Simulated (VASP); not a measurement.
# ScAl3: single point with PBE

Crystal: ScAl3.

```
Sc Al
1.0
     4.08781    0.00000    0.00000
     0.00000    4.08781    0.00000
     0.00000    0.00000    4.08781
Sc Al
1 3
Direct
  0.00000 0.00000 0.00000
  0.50000 0.00000 0.50000
  0.00000 0.50000 0.50000
  0.50000 0.50000 0.00000
```

The cell is a database's computed one.

```
Program             : VASP 6.6.1
Task                : single point
Functional          : PBE
Potentials or basis : VASP PAW PBE potentials, release 64 (Sc_sv, Al)
Cutoff              : 520 eV
k mesh              : 4 × 4 × 4
Occupations         : gaussian, width 0.1 eV
Spin                : no spin polarisation
```

* Pressure: 1.4 GPa
* Band gap on the k mesh: none (metal or under the smearing width)

Levels at points of the mesh, in eV from the Fermi level:
```csv
k point,band 6,band 7,band 8,band 9,band 10,band 11,band 12,band 13,band 14,band 15
"(0.00, 0.00, 0.00)",-2.65,-2.65,-1.84,-1.84,-1.84,1.25,1.27,1.27,1.27,4.75
"(0.50, 0.00, 0.00)",-7.36,-1.74,-1.74,-1.51,0.84,0.97,0.97,1.34,1.61,2.15
"(0.50, 0.50, 0.00)",-5.66,-5.66,-4.39,-0.57,-0.57,1.18,1.35,2.06,2.48,3.41
"(0.50, 0.50, 0.50)",-4.83,-4.83,-4.49,-2.99,-2.99,-2.99,0.93,2.59,2.59,4.01
```

Wall time 14 s on 1 thread of Intel(R) Xeon(R) Platinum 8488C (Sapphire Rapids) (shared host), peak memory 0.16 GiB.

Caveat: the k mesh is coarse (spacing up to 0.38 Å⁻¹), so the values aren't converged.
